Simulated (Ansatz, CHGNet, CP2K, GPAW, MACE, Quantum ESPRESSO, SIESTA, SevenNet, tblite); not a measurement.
# tblite on BeSe(110)/BP(110) interface (50 atoms): settings against a plane-wave reference

Aim: run BeSe(110)/BP(110) interface (50 atoms) in tblite and see how near its forces come to a plane-wave reference, and at what cost.

Method: the method is named at each step, in tblite 0.8.0.

## (1) The starting structure

The cell holds 50 atoms: 9 Be, 9 Se, 16 B and 16 P. Its edges and angles: a = 6.294 Å, b = 8.901 Å, c = 13.071 Å, α = 90.0°, β = 90.0°, γ = 90.0°. Zinc-blende BeSe(110), 3 repeat layers, 3 surface cells, strained +0.00 and -0.00 %; zinc-blende BP(110), 4 layers, 4 cells, -1.93 and -1.93 %; outer planes 2.26 Å apart and 2.29 Å at the second interface of the periodic stack; not relaxed, displaced by a Gaussian of 0.02 Å. Then every atom was moved at random, 0.03 Å r.m.s. a Cartesian component. Regions: BeSe, 18 atoms (9 Be and 9 Se); BP, 32 atoms (16 B and 16 P). The structure's axis is c.

The yardstick, on the same geometry:

- method: Kohn-Sham DFT, PBE, PAW, plane waves (Ansatz 0.2.0); cutoff 420 eV, Γ point, fermi-dirac smearing of 0.05 eV; PAW set soft_2
- r.m.s. force component: 0.9533 eV/Å
- longest force: 3.837 eV/Å
- pressure: 2.134 GPa
- SCF cycles: 10
- time: 3.9 s on 4 threads of Intel Xeon Platinum 8559C (Emerald Rapids), shared host
- CPU time: 11 s

## (2) GFN1-xTB

Method: GFN1-xTB tight binding, diagonalisation.

File run.py:

```python
import numpy as np
from ase.io import read
from tblite.ase import TBLite

atoms = read("structure.xyz")
atoms.calc = TBLite(method="GFN1-xTB", electronic_temperature=580, accuracy=1.0, max_iterations=250, mixer_damping=0.1, verbosity=1)
energy = atoms.get_potential_energy()
forces = atoms.get_forces()
print(f"energy {energy:.6f} eV")
print("forces (eV/A)")
for i, (a, f) in enumerate(zip(atoms, forces)):
    print(f"{i:4d} {a.symbol:2s} {f[0]:10.5f} {f[1]:10.5f} {f[2]:10.5f}")
stress = -atoms.get_stress(voigt=False) * 160.21766
print("stress (GPa, compression positive)")
for row in stress:
    print(" ".join(f"{x:10.4f}" for x in row))
print("charges (e)")
print(np.array2string(atoms.get_charges(), precision=4, suppress_small=True, max_line_width=110, threshold=100000))
```

File structure.xyz:

```xyz
50
Lattice="6.29400 0.00000 0.00000 0.00000 8.90100 0.00000 0.00000 0.00000 13.07122" Properties=species:S:1:pos:R:3 pbc="T T T"
Be 4.24046 5.92299 0.01176
Se 2.10333 5.16035 13.02429
Be 1.05443 5.92237 1.84343
Se 5.26676 5.15688 1.82304
Be 4.17494 5.93020 3.62583
Se 2.08999 5.19169 3.58949
Be 2.18641 3.01468 13.07109
Se 0.00151 2.21039 0.04993
Be 5.24158 3.00311 1.72802
Se 3.18948 2.18146 1.86513
Be 2.11063 3.01940 3.63903
Se 6.28519 2.20237 3.66582
Be 6.25189 0.06667 13.02390
Se 4.25009 8.18883 13.01580
Be 3.12176 8.87065 1.83154
Se 1.06004 8.12305 1.77507
Be 6.27298 8.86709 3.56034
Se 4.22397 8.12902 3.63040
B 6.13105 6.17738 5.89329
P 4.53357 0.60812 5.86310
B 4.57007 8.40050 7.49020
P 6.07742 7.32641 7.50066
B 6.06351 6.19465 9.20384
P 4.53155 0.63802 9.11430
B 4.55069 8.39053 10.75866
P 6.07661 7.28609 10.78493
B 3.02200 6.19590 5.87094
P 1.37555 0.58978 5.89721
B 1.41508 8.44206 7.50732
P 2.90833 7.34119 7.52392
B 3.01778 6.12798 9.18881
P 1.33905 0.65431 9.15378
B 1.44277 8.39720 10.83343
P 3.01552 7.31653 10.81016
B 6.08082 1.76071 5.83159
P 4.45452 5.03387 5.88153
B 4.53640 3.97261 7.44785
P 6.10619 2.81548 7.49347
B 6.14068 1.72902 9.12162
P 4.47510 5.04829 9.11940
B 4.49612 3.96602 10.78559
P 6.04696 2.81343 10.75722
B 2.91488 1.69057 5.89002
P 1.37763 5.04295 5.95290
B 1.35371 3.91119 7.56000
P 2.90575 2.81886 7.51216
B 2.94849 1.74638 9.11495
P 1.35692 5.09956 9.16515
B 1.35585 3.98008 10.80323
P 2.91658 2.87128 10.77278
```

Run with:

```console
$ OMP_NUM_THREADS=1 python run.py > output.txt
```

Output:

```text
------------------------------------------------------------
  cycle        total energy    energy error   density error
------------------------------------------------------------
      1     -101.9545916065  -1.0224555E+02   7.2851823E-01
      2     -102.2250793421  -2.7048774E-01   6.5032555E-01
      3     -99.15384535869   3.0712340E+00   3.0678805E-01
      4     -99.75129137832  -5.9744602E-01   2.1135982E-01
      5     -102.0328512150  -2.2815598E+00   1.0242382E-01
      6     -102.2723529201  -2.3950171E-01   5.9260323E-02
      7     -102.2929403086  -2.0587389E-02   3.0435728E-02
      8     -102.3066989917  -1.3758683E-02   1.7118392E-02
      9     -102.3130366144  -6.3376227E-03   7.6450955E-03
     10     -102.3140619908  -1.0253764E-03   4.2502798E-03
     11     -102.3142825165  -2.2052575E-04   1.8079503E-03
     12     -102.3142933027  -1.0786142E-05   1.2281715E-03
     13     -102.3143058894  -1.2586677E-05   6.7236685E-04
     14     -102.3143036345   2.2548103E-06   5.6365067E-04
     15     -102.3143053898  -1.7552981E-06   2.2972697E-04
     16     -102.3143075191  -2.1292203E-06   9.7000248E-05
     17     -102.3143076870  -1.6789674E-07   4.4334967E-05
     18     -102.3143077364  -4.9417750E-08   1.7786286E-05
------------------------------------------------------------
 total:                                   2.681 sec
energy -2784.114124 eV
forces (eV/A)
   0 Be   -0.41959   -0.34108   -1.28531
   1 Se   -0.13929   -0.07433   -0.46135
   2 Be   -0.75641    0.12327   -0.79982
   3 Se    0.26991    0.26634   -0.07035
   4 Be   -0.17898   -0.58164    0.64641
   5 Se    0.14255   -0.30877   -0.49071
   6 Be    0.07062   -1.00654   -0.32189
   7 Se    1.18408   -0.07729   -1.39906
   8 Be   -0.99780    0.01758    1.15660
   9 Se    0.00498    0.06055   -0.32996
  10 Be    0.24016   -1.00560    1.00488
  11 Se    0.57957    0.15827    0.83668
  12 Be    1.36328   -0.40807   -0.13230
  13 Se    0.01083    0.15454    0.55179
  14 Be   -0.22490    0.56895   -0.35451
  15 Se    0.31820    0.04816   -0.02587
  16 Be    1.07827    0.29961    0.42512
  17 Se    0.36705    0.13445    0.77876
  18 B    -1.31228   -0.01856    0.84128
  19 P    -1.28516    0.41973    0.29802
  20 B    -1.50832    0.85723   -0.06621
  21 P     1.88958   -1.70097   -0.12595
  22 B    -0.31114    0.27338   -1.12878
  23 P    -0.07710    0.19966    1.20247
[...]
42 B     0.28153    1.79546   -1.78956
  43 P     0.94563    1.02180   -0.38295
  44 B     0.52831    0.57239    0.10603
  45 P     1.15016   -0.27204   -0.82721
  46 B    -0.35362    0.19025    0.71710
  47 P    -0.07305   -0.32063    0.76057
  48 B    -0.00792    0.11632   -1.01440
  49 P    -0.04690   -0.51801    1.95792
stress (GPa, compression positive)
    9.1602    -2.6332    -0.1334
   -2.6332     5.4878    -0.4533
   -0.1334    -0.4533    -3.8286
charges (e)
[ 0.1853 -0.1421  0.1826 -0.1503  0.2288 -0.0629  0.1963 -0.0564  0.2163 -0.1657  0.1349 -0.1049  0.1991
 -0.0718  0.1858 -0.1517  0.2042 -0.0951 -0.1688  0.0462  0.0048  0.0314 -0.0187  0.0341  0.0072 -0.0358
 -0.0772 -0.0448 -0.0165  0.0351  0.0066  0.0422 -0.2697  0.0018  0.004  -0.0471  0.0004  0.0403  0.018
  0.0398 -0.2659  0.0771 -0.2529  0.0439  0.0067  0.0441 -0.0057  0.0336 -0.0036 -0.0432]
```

It took 3.1 s on 1 thread of Intel Xeon Platinum 8559C (Emerald Rapids), shared host; peak memory 0.1 GiB.

Banners, paths, timers and routine set-up lines are dropped from the logs unmarked, and long logs keep their key lines alone; longer cuts are marked.

Compared with the plane-wave run:

| Item | Value |
| --- | --- |
| r.m.s. force component | 0.9928 eV/Å |
| r.m.s. difference of force components | 577.7 meV/Å |
| longest difference of force vectors | 2534 meV/Å |
| force difference over r.m.s. force | 60.6 % |
| slope of forces against the reference's | 0.8586 |
| correlation of force components | 0.8245 |
| pressure | 3.607 GPa |
| pressure difference | 1.472 GPa |

Length of the force difference by element (eV/Å):

```tsv
element	atoms	mean	most
B	16	1.1	2.5
Be	9	0.29	0.38
P	16	1.0	1.8
Se	9	0.36	1.0
```

The surroundings of Se14, picked at random, nearest first, numbered as they follow in the input and with coordinates relative to it.

```tsv
atom	x	y	z	distance (Å)	bonds	Mulliken charge (e)	Fx	Fy	Fz (eV/Å)
Se14	0.00	0.00	0.00	0.00	5	-0.07	0.01	0.15	0.55
Be13	2.00	0.78	0.01	2.15	3	0.20	1.36	-0.41	-0.13
Be1	-0.01	-2.27	0.07	2.27	3	0.19	-0.42	-0.34	-1.29
B25	0.30	0.20	-2.26	2.29	4	0.01	-0.16	0.21	-0.99
Be15	-1.13	0.68	1.89	2.30	4	0.19	-0.22	0.57	-0.35
P34	-1.23	-0.87	-2.21	2.67	4	0.00	-1.05	-1.45	-0.92
P26	1.83	-0.90	-2.23	3.02	3	-0.04	1.38	-0.71	0.36
B33	-2.81	0.21	-2.18	3.56	3	-0.27	-1.63	1.05	0.58
Se8	2.05	2.92	0.11	3.57	4	-0.06	1.18	-0.08	-1.40
```

Atoms are counted from 1 here, from 0 in the log.

Forces lie 61 % from the reference's, at 0.29 times its CPU time (on 1 against 4 cores).

## (3) Outcome

| Item | Value |
| --- | --- |
| force difference from the reference | tblite GFN1-xTB, 61 % |
| its CPU time | 3.1 s |

In words: Tight binding differs by 61 % (tblite GFN1-xTB); it is another model, with fitted parameters of its own, and the xTB methods hold dispersion. One electronic-structure run takes under half the reference's CPU time: tblite GFN1-xTB, at 61 % in 3.1 s against 11 s, too far off to be of use. Periodic xTB results under one method name differ between programs and library versions. The reference's stress is far from hydrostatic: its diagonal is 9.2, 1.3, -4.1 GPa, compression counted positive. The host structure and its lattice constant were typed by rule, without a check against the phase diagram. The reference's pressure of 2.1 GPa belongs to a cell and atoms that aren't relaxed at this level. The electronic-structure runs sample only Γ, in a cell whose shortest periodic width is 6 Å, which is coarse for a cell with partly filled levels.

[Also dropped from logs without a mark: logging warnings of Python, and SIESTA's first energy breakdown and zero terms.]

[Logs are printed without paths, hosts, clocks, repeated set-up lines and the standing remarks that a program may print on its own settings, such as how far it seeks lower states.]

[Hosts, paths, dates, database ids (printed as entryN), source tags and the programs' standing remarks are cut or masked in the printed files.]
